Before fixing the volume of a GaAs cell in a calculation, you have to decide which volume counts as unstressed, and whether one bulk modulus is enough to turn a change of volume into a pressure. In these static PBE results the unstressed volume is 23.7 Å³ per atom. One bulk modulus serves only for small changes around it, because the crystal becomes stiffer as it is squeezed.

Ansatz 0.2.0, PBE with frozen-core PAW, scalar-relativistic and without spin polarisation, for GaAs (space group F-43m, 2-atom cell) at a series of fixed volumes. Plane-wave cutoff 420 eV, 11×11×11 k mesh, Fermi–Dirac smearing of width 0.05 eV. The shortest distance is Ga–As, and pressure is positive in compression.

```
volume (Å³/atom)  shortest distance (Å)  pressure (GPa)
          21.234                  2.398           8.677
          21.245                  2.399           8.625
          21.686                  2.415           6.683
          21.912                  2.423           5.765
          22.138                  2.432           4.895
          22.364                  2.440           4.071
          22.590                  2.448           3.291
          22.816                  2.456           2.552
          23.041                  2.464           1.853
          23.267                  2.472           1.192
          23.493                  2.480           0.568
          23.945                  2.496          -0.576
```

The pressure, positive in compression, falls from row to row as the cell grows, but not along a straight line. A volume step of 0.226 Å³ per atom changes the pressure by 0.92 GPa near the compressed end and by 0.62 GPa near the expanded end. A small part of this difference is geometry, since the same step is a larger fraction of a smaller cell. Most of it is true stiffening: the bulk modulus, which is the pressure needed per fractional loss of volume, rises by a factor of 1.37 between the same two steps.

Pressure is what remains of a strong push and an almost equally strong pull. Squeezing confines the electrons, which raises their kinetic energy and pushes the cell outward. It also brings electrons and nuclei closer together, which lowers their electrostatic energy and pulls the cell inward. Exchange and correlation, which favour a denser electron cloud, add to the pull. Under compression the push gains on the pull, so the pressure rises. The gain itself grows from one equal step to the next, and that is the stiffening.

The energies of two of the rows show this near-cancellation. Between 21.686 and 23.267 Å³ per atom, the smooth part of the kinetic energy pushes outward with about 100 GPa, while electrostatics and exchange-correlation pull inward with about 110 GPa. The remaining terms, which describe the regions close to the nuclei, add 13 GPa outward, and less than 4 GPa is left over. The sizes of these parts depend on how the method divides space around the atoms; only their sum is the physical pressure.

Simple scaling predicts how fast the stiffness should grow. If everything in the cell shrank in proportion to a length L, kinetic energy would vary as 1/L², and electrostatic and exchange energy as 1/L. The pressure is then the difference of two terms, in V^(−5/3) and V^(−4/3), where V is the volume. At zero pressure the two terms have the same size A, so the bulk modulus is (5/3 − 4/3)A = A/3. Its growth under compression is (25/9 − 16/9)A = A, three times as much, so the bulk modulus gains 3 GPa for every GPa of pressure.

The calculated crystal stiffens faster than that. A third-order Birch–Murnaghan curve, a smooth equation of state with an adjustable stiffening, fitted to all twelve rows, gives a gain of 4.7 GPa per GPa. The two-term scaling formula, fitted to the same rows, has the right direction of bend but too little of it, and it misses the most expanded row by 0.17 GPa. In the middle of the interval used above, its outward term is 219 GPa, about twice the smooth kinetic part, so its two fitted terms should not be read as those energy parts.

The likely reason is that atoms do not shrink with the cell. The filled inner shells of Ga and As keep their size while the bonds shorten. The bonding electrons are therefore pressed against shells that the Pauli principle closes to them, and this repulsion is expected to rise more steeply than simple scaling allows. The outer orbitals also keep much of their atomic size, so their overlap should change roughly exponentially with distance, not as a fixed power of L. This is a physical argument and not a result of the fits: the table does not separate the two effects.

A worked estimate shows what the stiffening is worth. Let B₀ be the bulk modulus at zero pressure (60.6 GPa), B′ its gain per unit of pressure, and s = ln(V₀/V) the compression from the unstressed volume V₀. Adding up the pressure while the stiffness grows gives, to second order,

P ≈ B₀ s (1 + B′s/2).

For the smallest cell, s = ln(23.71/21.234) = 0.110:

- constant stiffness (B′ = 0): 6.7 GPa
- simple scaling (B′ = 3): 7.8 GPa
- fitted stiffening (B′ = 4.7): 8.4 GPa

The table has 8.7 GPa. Constant stiffness falls 23% short of it, the last estimate only 3%. This row was part of the fit that supplied the constants, so the comparison tests the short formula and is not an independent prediction.

Two features of the rows need care. The two smallest cells are almost the same size, so a stiffness taken from their difference suffers from rounding. The four largest cells have small band gaps: on the k mesh used, the gap falls from 0.37 eV to 0.09 eV as the cell grows, and the last value is less than twice the smearing width. PBE makes the gap of GaAs much too small, and this lets the electronic smearing in slightly. Its effect on the pressure near the last row is of the order of 0.02 GPa, and all four rows stay within 0.01 GPa of the smooth curve.

In practice, measure compression from the calculation's own unstressed volume. PBE makes GaAs too large, with a lattice constant roughly 1–2% above experiment. A cell fixed near the measured volume, such as the row at 22.590 Å³ per atom, therefore carries about 3.3 GPa that the real crystal does not feel. For a change of volume of more than a few per cent, use B₀ together with B′. The printed output below gives both fits row by row.

Output of the analysis:

```
Slope of pressure against volume, step ending at 21.912 over step ending at 23.493 (ratio): 1.471
Bulk modulus, same two steps (ratio): 1.372
fit of pressure on 12 rows: coefficient of x**(-5/3) 196.9 +/- 1.8, coefficient of x**(-4/3) -197.7 +/- 1.9; rms 0.0804, worst 23.945 -0.167, leave-one-out rms 0.106
fit of pressure on 12 rows: coefficient of g -0.583 +/- 0.0033, coefficient of g*u 88.28 +/- 0.16, coefficient of g*u*u 46.66 +/- 1.7; rms 0.00362, worst 23.945 -0.00702, leave-one-out rms 0.00659
Volume at zero pressure, Birch-Murnaghan (Å³/atom): 23.71
Bulk modulus at zero pressure, Birch-Murnaghan (GPa): 60.64
Pressure derivative of the bulk modulus at zero pressure, Birch-Murnaghan: 4.704
Rms miss of a straight line in volume (GPa): 0.2827
Steps and misses:
     row  fall in pressure from row above (GPa)  bulk modulus between the two rows (GPa)  two-term model less table (GPa)  Birch-Murnaghan less table (GPa)
  21.234                                    n/a                                      n/a                          -0.1038                           0.00197
  21.245                                  0.052                                    100.4                          -0.0992                          0.002635
  21.686                                  1.942                                    94.53                          0.01614                         -0.002649
  21.912                                  0.918                                    88.55                           0.0518                         -0.003623
  22.138                                   0.87                                    84.79                          0.07378                         -0.003116
  22.364                                  0.824                                    81.13                          0.08256                         -0.001939
   22.59                                   0.78                                    77.58                          0.07871                        -0.0007238
  22.816                                  0.739                                    74.24                          0.06388                          0.001064
  23.041                                  0.699                                    71.23                          0.04093                           0.00512
  23.267                                  0.661                                    67.72                         0.004204                          0.005107
  23.493                                  0.624                                    64.55                         -0.04318                          0.003167
  23.945                                  1.144                                    60.03                          -0.1673                         -0.007017
Smooth kinetic energy, share of mean pressure from 21.686 to 23.267 (GPa): 100.2
Electrostatic plus smooth exchange-correlation energy, share (GPa): -109.8
Nonlocal and on-site PAW terms, share (GPa): 13.38
Mean pressure in that interval from total energies (GPa): 3.763
Mean pressure in that interval from the pressure column (GPa): 3.767
Outward term of the two-term model in the middle of that interval (GPa): 218.8
Order of the smearing effect on pressure between the last two rows (GPa): 0.0217
```
